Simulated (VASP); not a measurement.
The system is PbO.

```
Pb O
1.0
     5.87600    0.00000    0.00000
     0.00000    5.47600    0.00000
     0.00000    0.00000    4.74300
Pb O
4 4
Direct
  0.76900 0.51400 0.25000
  0.23100 0.48600 0.75000
  0.76900 0.98600 0.75000
  0.23100 0.01400 0.25000
  0.13200 0.58200 0.25000
  0.86800 0.41800 0.75000
  0.13200 0.91800 0.75000
  0.86800 0.08200 0.25000
```

Program: VASP 6.6.1. Alike in all runs: task band structure; no spin polarisation; cell as given; k mesh 6 × 6 × 6; cutoff (eV) 520; smearing gaussian 0.02 eV.

Q: Order these runs on this cell by their band gap on the k mesh, lowest first.
A. level LDA; potentials or basis VASP PAW LDA potentials, release 64 (Pb_d, O)
B. level TB-mBJ; potentials or basis VASP PAW PBE potentials, release 64 (Pb_d, O)
C. level r2SCAN; potentials or basis VASP PAW PBE potentials, release 64 (Pb_d, O)

A: A (1.88 eV), C (2.34 eV), B (2.71 eV).

Caveats: spin-orbit coupling is left out, which as a rule narrows the gap of such compounds by several tenths of an eV.

